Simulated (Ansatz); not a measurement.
# Hf (P-1) in Ansatz: convergence with xc grid

Aim: find how far xc grid must go before the results for Hf settle, at r2SCAN. This setting moves, with any that are tied to it; all else stays.

Program: Ansatz 0.2.0. These are calculated values, not measurements. Logs are shortened: lines on timing, memory, paths and dates and some standing lists are left out, and cuts for length are marked.

## (1) The crystal as given

The typed cell holds 1 atom: a = 3.078 Å, b = 3.058 Å, c = 3.476 Å, α = 55.73°, β = 55.49°, γ = 61.24°.

This isn't the form of Hf at room conditions, which is hcp.

## (2) With xc grid 1

File input.yaml:

```yaml
crystal:
  lattice:
    - [0.11926996, 2.34305202, 1.99282058]
    - [2.32108664, 0.12479836, 1.98729217]
    - [2.44975498, 2.46619196, -0.00386998]
  atoms:
    - { symbol: Hf, position: [0.0, 0.0, 0.0] }
hamiltonian:
  xc: r2scan
  pseudopotentials: { kind: paw_fr }
magnetization:
  noncollinear: true
  spin_orbit: true
kpoints:
  mp_grid: { grid: [8, 8, 7] }
scf:
  occupations: { method: fermi_dirac, width: 0.05 }
output:
  forces: true
  stress: true
  eigenvalues: true
basis:
  xc_grid: 1
```

Potentials or basis: Ansatz PAW.

On the command line:

```
$ ansatz run input.yaml --threads 2 --pin off --max-ram 5632MiB --backend cpu --events-out ev --progress --plain --runs-dir out
```

Standard output:

```text
Warning: RAYON_NUM_THREADS=2 ignored (pool sized by the plan → 2); use --threads N
Engine: ansatz 0.2.0, x86_64-unknown-linux-gnu
Pseudopotentials: kind: paw_fr
Pseudopotential: Hf, paw_fr, valence charge 26, recommended cutoff 500 eV (meta_gga), Hf.paw.azcp#standard-fr
Functional definition: r2SCAN
  parameter k0 = 0.174
  parameter k1 = 0.065
  parameter a1 = 4.9479
  exchange = r2scan_x(k0 = k0, k1 = k1, a1 = a1)
  correlation = r2scan_c
non-collinear run that drives no moment, with spin-orbit: no starting moment large enough to seed its density (crystal.atoms[].spin), no starting occupations that ask for one, no magnetisation constraint and no magnetic field, so the semilocal B_xc is pinned to zero
Crystal: 1 atoms, lattice volume = 21.641 Å³
Basis set: ecut = 500 eV, 573 PW (Γ)
Bands: 34, of which v1, the nominal top of the filled ones, is band 26 counted from 1 (25 counted from 0)
Symmetry: 2 space group operations + 2 with time reversal
Magnetic group: BNS 2.5 (UNI 5), of the structure as read, at distance tolerance 2.8e-5 Å
k-points: 226 of 448
Projection manifold: j_resolved (fully-relativistic pseudo-atomic orbitals)
Non-local potential: Hf, projectors of the file, l = 0: 3, l = 1: 4, l = 2: 4, l = 3: 6
PAW form: soft (Blöchl's): semilocal exchange-correlation on the pseudo side does not see the compensation charge
PAW frozen core: Hf, regenerated for the run's functional (the file was generated under x = pbe(κ = 0.804, μ = 0.2195149727645171), c = pbe(β = 0.06672455060314922))
PAW one-centre angular grid: Hf, 974 points (default); XC on 224 Gauss nodes
Initial density: superposition of atomic densities (chi_scale 0.1, normalization cell)
Initial wavefunctions: pseudopotential atomic-orbital guess
Functional: x = r2scan, c = r2scan; τ floored in thin density (d = 2e-4 eV/Å³)
iter 1 solved again at ethr=7.86e-4 eV; its pass at ethr=3.10e-3 eV (dr2=2.04e-1 eV) is discarded
SCF iter   1: F=—  HF=-15707.347409 eV  |F-HF|=—  |Δ(HF+E_count)|=         —  Δρ=2.91e-2  dr2=2.07e-1  dr2_τ=5.03e-3  dr2_m=0.00e0 (ungated)  ethr=7.86e-4  |M|=0.00e0 ∫|m|=0.00e0 μB  |m|>n=0.0e0 m-floor=0.0e0 τ_xc=0.0e0  β_m=0.30  ⟨swp⟩=1.2  Hψ=21206  notcnv=0
preconditioner: auto → Kerker (q_TF=auto, 2.813 Å⁻¹)  [metal: Δε(μ)=0.007 eV  Ē_g=18.932 eV  σ=0.050 eV  W_gap=0.03  n_scr=12 (ndim 8)  ℏωp=39.1 eV  f_vac=0.000  D(μ)=1.76/eV (n_scr^D=16)]
spin=Noncollinear: Kerker preconditioning applied to the charge; magnetization (m_x, m_y, m_z) channels mix plain (no charge-response kernel on spin).
SCF iter   2: F=—  HF=-15707.388936 eV  |F-HF|=—  |Δ(HF+E_count)|=   4.15e-2  Δρ=2.48e-2  dr2=1.50e-1  dr2_τ=4.43e-4  dr2_m=0.00e0 (ungated)  ethr=7.86e-4  |M|=0.00e0 ∫|m|=0.00e0 μB  |m|>n=0.0e0 m-floor=0.0e0 τ_xc=0.0e0  β_m=0.60  ⟨swp⟩=2.0  Hψ=4647  notcnv=0
SCF iter   3: F=—  HF=-15707.371823 eV  |F-HF|=—  |Δ(HF+E_count)|=   1.71e-2  Δρ=5.69e-3  dr2=4.32e-3  dr2_τ=3.68e-4  dr2_m=0.00e0 (ungated)  ethr=5.76e-4  |M|=0.00e0 ∫|m|=0.00e0 μB  |m|>n=0.0e0 m-floor=0.0e0 τ_xc=0.0e0  β_m=0.61  ⟨swp⟩=2.1  Hψ=7491  notcnv=0  defer=18
SCF iter   4: F=—  HF=-15707.372125 eV  |F-HF|=—  |Δ(HF+E_count)|=   3.02e-4  Δρ=2.46e-3  dr2=4.75e-4  dr2_τ=2.24e-5  dr2_m=0.00e0 (ungated)  ethr=1.66e-5  |M|=0.00e0 ∫|m|=0.00e0 μB  |m|>n=0.0e0 m-floor=0.0e0 τ_xc=0.0e0  β_m=0.72  ⟨swp⟩=2.7  Hψ=8054  notcnv=0  defer=74
SCF iter   5: F=—  HF=-15707.372239 eV  |F-HF|=—  |Δ(HF+E_count)|=   1.15e-4  Δρ=1.32e-3  dr2=2.61e-4  dr2_τ=1.68e-6  dr2_m=0.00e0 (ungated)  ethr=1.83e-6  |M|=0.00e0 ∫|m|=0.00e0 μB  |m|>n=0.0e0 m-floor=0.0e0 τ_xc=0.0e0  β_m=0.82  ⟨swp⟩=2.0  Hψ=6755  notcnv=0  defer=74
SCF iter   6: F=—  HF=-15707.372410 eV  |F-HF|=—  |Δ(HF+E_count)|=   1.70e-4  Δρ=5.62e-4  dr2=4.09e-5  dr2_τ=5.12e-7  dr2_m=0.00e0 (ungated)  ethr=1.00e-6  |M|=0.00e0 ∫|m|=0.00e0 μB  |m|>n=0.0e0 m-floor=0.0e0 τ_xc=0.0e0  β_m=0.91  ⟨swp⟩=2.0  Hψ=6603  notcnv=0  defer=74
SCF iter   7: F=—  HF=-15707.372459 eV  |F-HF|=—  |Δ(HF+E_count)|=   4.99e-5  Δρ=1.19e-4  dr2=2.24e-6  dr2_τ=2.11e-8  dr2_m=0.00e0 (ungated)  ethr=1.57e-7  |M|=0.00e0 ∫|m|=0.00e0 μB  |m|>n=0.0e0 m-floor=0.0e0 τ_xc=0.0e0  β_m=0.95  ⟨swp⟩=2.0  Hψ=6449  notcnv=0  defer=74
SCF iter   8: F=-15707.372461 eV  HF=-15707.372461 eV  |F-HF|=2.41e-8  |Δ(HF+E_count)|=   1.10e-6  Δρ=1.55e-5  dr2=4.71e-8  dr2_τ=3.75e-10  dr2_m=0.00e0 (ungated)  ethr=3.85e-10  |M|=0.00e0 ∫|m|=0.00e0 μB  |m|>n=0.0e0 m-floor=0.0e0 τ_xc=0.0e0  ⟨swp⟩=3.7  Hψ=17189  notcnv=0
SCF 1 converged in 8 iterations: F = -15707.372461 eV  dr2 = 4.71e-8
SCF converged after 8 iterations
Magnetization: |M| = 0.0000 μB,  M = (+0.0000, +0.0000, +0.0000) μB
Absolute magnetization: 0.0000 μB (∫|m|)
  site 0: m = (+0.0000, +0.0000, +0.0000) μB, |m| = 0.0000 μB  (R = 1.26 Å)
Free energy (F): -15707.372461 eV
Harris-Foulkes:  -15707.372461 eV  (|F-HF|=2.41e-8)
Internal energy: -15707.358440 eV  (E = F + TS)
E sigma→0 (E₀):  -15707.365450 eV
Entropy (-TS):   -0.014021 eV (-14.021 meV/atom)
Fermi energy:    20.313866 eV
--- Per-component energies (eV) ---
  E_band       = 41.185449
  E_kinetic    = 426.313434
  E_local      = -4990.395808  (includes V_loc(G=0)·N_el)
  E_nonlocal   = -1250.091716
  E_hartree    = 2357.117505
  E_xc         = -283.531478
  E_vxc        = -294.042544  (∫ρ·V_xc dr)
  E_paw        = -6926.631820  (= ΣΔE_a)
  E_vpaw       = 1420.554169  (= ΣTr[D̂ρ^β])
  E_aug_tail   = -0.000001  (compensation charges beyond the density's cutoff)
  E_vtau       = 14.608732  (kinetic-family band-sum trace: ∫τ·v_τ [+ j·A + Jᵃ·Aᵃ] dr)
  E_ewald      = -5040.455738
  E_core_change = 0.317183  (= ΣΔE_core)
  E_smearing   = -0.014021  (= −TS)
  E_closure    = -0.000000  (closes the sum)
  Σ components = -15707.372461   (vs F -15707.372461, Δ=0.00e0)
--- Forces (eV/Å), atoms counted from 1 ---
  atom   1  Hf     0.00000000     0.00000000     0.00000000
  max |Σ_I F_I| component: 0.00e0 eV/Å
--- Stress (GPa, compression-positive) ---
        2.585813      -2.509706       0.065267
       -2.509706       2.281170      -0.359092
        0.065267      -0.359092       3.681551
  P = ⅓ Tr σ = 2.8495 GPa (28.495 kbar)
--- Band table (eV; the first three rows and the last of 226) ---
  k-point 0: bands = ["-42.9110", "-42.9110", "-16.2699", "-16.2699", "-8.3868", "-8.3868", "-8.3263", "-8.3263", "7.7440", "7.7440", "7.7482", "7.7482", "7.7561", "7.7561", "9.4656", "9.4656", "9.4863", "9.4863", "9.5210", "9.5210", "9.5330", "9.5330", "12.7065", "12.7065", "20.8346", "20.8346", "22.3747", "22.3747", "22.9409", "22.9409", "23.8225", "23.8225", "26.0858", "26.0858"]
  k-point 1: bands = ["-42.8974", "-42.8974", "-16.3143", "-16.3143", "-8.5324", "-8.5324", "-8.3571", "-8.3571", "7.7439", "7.7439", "7.7482", "7.7482", "7.7561", "7.7561", "9.4682", "9.4682", "9.4899", "9.4899", "9.5171", "9.5171", "9.5278", "9.5278", "13.4037", "13.4037", "20.7198", "20.7198", "22.3254", "22.3254", "22.7624", "22.7624", "24.0132", "24.0132", "25.7225", "25.7225"]
  k-point 2: bands = ["-42.8666", "-42.8666", "-16.4159", "-16.4159", "-8.8641", "-8.8641", "-8.3994", "-8.3994", "7.7441", "7.7441", "7.7485", "7.7485", "7.7565", "7.7565", "9.4714", "9.4714", "9.4949", "9.4949", "9.5137", "9.5137", "9.5218", "9.5218", "15.0495", "15.0495", "20.1622", "20.1622", "21.9699", "21.9699", "22.7271", "22.7271", "25.2968", "25.2968", "25.6418", "25.6418"]
  k-point 225: bands = ["-42.8336", "-42.8336", "-16.5216", "-16.5216", "-9.1522", "-9.1522", "-8.4742", "-8.4742", "7.7445", "7.7445", "7.7491", "7.7491", "7.7570", "7.7570", "9.4752", "9.4752", "9.4930", "9.4930", "9.5048", "9.5048", "9.5333", "9.5333", "16.5980", "16.5980", "20.2549", "20.2549", "21.6703", "21.6703", "22.3959", "22.3959", "25.6997", "25.6997", "28.0202", "28.0202"]
```

Wall time 28 s (2 threads of Intel Xeon Platinum 8259CL at 2.50GHz (Skylake/Cascade Lake), shared host); peak memory 0.7 GiB.

What came out:

```yaml
Free_energy: -15707.3725 eV
Pressure: 2.8 GPa
Band_gap_on_the_k_mesh: none (metal or under the smearing width)
```

## (3) With xc grid 2

Edit input.yaml of step 2 so:

```diff
@@ -22,2 +22,2 @@
 basis:
-  xc_grid: 1
+  xc_grid: 2
```

Potentials or basis: Ansatz PAW.

On the command line:

```
$ ansatz run input.yaml --threads 2 --pin off --max-ram 5632MiB --backend cpu --events-out ev --progress --plain --runs-dir out
```

Wall time 27 s (2 threads of Intel Xeon Platinum 8259CL at 2.50GHz (Skylake/Cascade Lake), shared host); peak memory 0.71 GiB.

What came out:

```yaml
Free_energy: -15707.3725 eV
Pressure: 2.8 GPa
Band_gap_on_the_k_mesh: none (metal or under the smearing width)
```

## (4) With xc grid 3

Edit input.yaml of step 3 so:

```diff
@@ -22,2 +22,2 @@
 basis:
-  xc_grid: 2
+  xc_grid: 3
```

On the command line:

```
$ ansatz run input.yaml --threads 2 --pin off --max-ram 5632MiB --backend cpu --events-out ev --progress --plain --runs-dir out
```

It took 28 s on 2 threads of Intel Xeon Platinum 8259CL at 2.50GHz (Skylake/Cascade Lake), shared host; peak memory 0.72 GiB.

It converged, with:

* Free energy: -15707.3725 eV
* Pressure: 2.9 GPa
* Band gap on the k mesh: none (metal or under the smearing width)

## (5) With xc grid 4

Edit input.yaml of step 4 so:

```diff
@@ -22,2 +22,2 @@
 basis:
-  xc_grid: 3
+  xc_grid: 4
```

On the command line:

```
$ ansatz run input.yaml --threads 2 --pin off --max-ram 5632MiB --backend cpu --events-out ev --progress --plain --runs-dir out
```

Run time: 29 s. Hardware: 2 threads of Intel Xeon Platinum 8259CL at 2.50GHz (Skylake/Cascade Lake), shared host; peak memory 0.76 GiB.

It converged, with:

| Item | Value |
| --- | --- |
| Free energy | -15707.3725 eV |
| Pressure | 2.9 GPa |
| Band gap on the k mesh | none (metal or under the smearing width) |

## (6) With xc grid 5

Edit input.yaml of step 5 so:

```diff
@@ -22,2 +22,2 @@
 basis:
-  xc_grid: 4
+  xc_grid: 5
```

Potentials or basis: Ansatz PAW.

On the command line:

```
$ ansatz run input.yaml --threads 2 --pin off --max-ram 5632MiB --backend cpu --events-out ev --progress --plain --runs-dir out
```

It took 30 s on 2 threads of Intel Xeon Platinum 8259CL at 2.50GHz (Skylake/Cascade Lake), shared host; peak memory 0.79 GiB.

It converged, with:

```
Free energy            : -15707.3725 eV
Pressure               : 2.9 GPa
Band gap on the k mesh : none (metal or under the smearing width)
```

## (7) Summary

| xc grid | energy less the tightest run, at zero smearing (meV/atom) | SCF cycles | CPU time (s) | peak memory (GiB) |
| --- | --- | --- | --- | --- |
| 1 | -0.01 | 8 | 55 | 0.7 |
| 2 | 0.00 | 8 | 54 | 0.71 |
| 3 | 0.00 | 8 | 55 | 0.72 |
| 4 | 0.00 | 8 | 56 | 0.76 |
| 5 | 0.00 | 8 | 58 | 0.79 |

Against the tightest run, the energy stays within 1 meV/atom from 1 on. The tightest run that finished is the yardstick and may itself not be fully converged.

Caveats: the PAW data sets come from PBE, with cores solved anew for the run's functional, which leaves a small shift of forces and pressure.
